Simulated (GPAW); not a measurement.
The system is PtSe.

```
CELL_PARAMETERS angstrom
0.00000 3.03745 3.03745
3.03745 0.00000 3.03745
3.03745 3.03745 0.00000
ATOMIC_POSITIONS crystal
Pt 0.00000 0.00000 0.00000
Se 0.25000 0.25000 0.25000
```

The cell comes from a database or a generator and needn't be the stable form of this composition.

Base run:

- Program: GPAW 26.7.0
- Functional: PBEsol
- Potentials or basis: PAW data sets generated in the run's folder for this functional
- Cutoff: 600 eV
- Basis: pw
- k mesh: 5 × 5 × 5
- Occupations: gaussian, width 0.05 eV
- Spin: collinear spin, ferromagnetic start
- Starting moments: [2.0, 0.0] μB
- Hubbard terms: Pt d U = 7 eV

Its results: band gap on the k mesh none (metal or under the smearing width); pressure -12.6 GPa; net moment 1.05 μB per cell.

Question: The run is repeated on the same cell with these changes: hubbard terms from Pt d U = 7 eV to Pt d U = 1.5 eV. What comes out?

Answer: Band gap on the k mesh none (metal or under the smearing width); pressure -13.9 GPa; net moment 0.00 μB per cell.
